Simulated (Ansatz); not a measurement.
# Indium, A15 under PBEsol: structure and ground-state energy

The plan for indium in the A15 structure: relax it, then solve it on a dense k-mesh. Spin polarisation is left out. The k-meshes are 5×5×5 for the relaxation; 6×6×6 for the dense run.

Program: Ansatz 0.2.0. Level of theory: DFT PBEsol, plane waves (420 eV) with PAW, scalar-relativistic; PBE-made PAW files. These are calculated values, not measurements.

## Step 1: The structure to begin with

The structure is cubic, space group Pm-3n (No. 223). The conventional cell has a = 5.936 Å, b = 5.936 Å, c = 5.936 Å, α = 90.00°, β = 90.00°, γ = 90.00°. In (site symmetry m-3) has 12 In at 3.32 Å as nearest neighbours. In (site symmetry -4m2) has 6 In at 2.97 to 3.32 Å as nearest neighbours.

As a file:

```
CELL_PARAMETERS angstrom
5.93588 0.00000 0.00000
0.00000 5.93588 0.00000
0.00000 0.00000 5.93588
ATOMIC_POSITIONS crystal
In 0.00000 0.00000 0.00000
In 0.50000 0.50000 0.50000
In 0.25000 0.00000 0.50000
In 0.75000 0.00000 0.50000
In 0.50000 0.25000 0.00000
In 0.50000 0.75000 0.00000
In 0.00000 0.50000 0.25000
In 0.00000 0.50000 0.75000
```

## Step 2: Relaxing cell and atoms

The input, input.yaml:

```yaml
crystal:
  lattice:
    - [5.9358781157, 0.0, 0.0]
    - [0.0, 5.9358781157, 0.0]
    - [0.0, 0.0, 5.9358781157]
  atoms:
    - { symbol: In, position: [0.0, 0.0, 0.0] }
    - { symbol: In, position: [0.5, 0.5, 0.5] }
    - { symbol: In, position: [0.25, 0.0, 0.5] }
    - { symbol: In, position: [0.75, 0.0, 0.5] }
    - { symbol: In, position: [0.5, 0.25, 0.0] }
    - { symbol: In, position: [0.5, 0.75, 0.0] }
    - { symbol: In, position: [0.0, 0.5, 0.25] }
    - { symbol: In, position: [0.0, 0.5, 0.75] }
hamiltonian:
  xc: pbesol
  pseudopotentials:
    kind: paw
    azcp:
      In: "pseudopotentials/In.paw.azcp"
basis:
  ecutwfc: 420
  fft_grid_basis: typed
kpoints:
  mp_grid: { grid: [5, 5, 5], shift: [0, 0, 0] }
magnetization:
  spin_polarized: false
scf:
  occupations: { method: fermi_dirac, width: 0.1 }
relax:
  max_steps: 60
  f_tol: 0.01
  cell: {}
```

Run with:

```console
ansatz run input.yaml --threads 4 --pin off --max-ram 8192MiB --backend cpu --events-out ev --progress --plain --runs-dir out
```

After this run come: Single point on a dense mesh.

What does the calculation give? Wanted: space group; conventional cell; volume; shortest distance; gap on the mesh; relative to body-centred tetragonal.

As calculated:

| quantity | value |
| --- | --- |
| space group (spins left aside) | Pm-3n (No. 223) |
| conventional cell | a = 5.947 Å |
| volume | 26.288 Å³/atom |
| shortest distance | 2.973 Å |
| gap on the mesh | none (levels filled in part) |
| relative to body-centred tetragonal | +45 meV/atom |

What this shows: From the guessed start the volume grew by 0.6 % in 3 steps. Against the reference form of indium (body-centred tetragonal, computed apart with the same settings) it stands 45 meV/atom higher. No gap shows: it is a metal or semimetal at this level. Relaxation kept the symmetry; phonons were not checked.
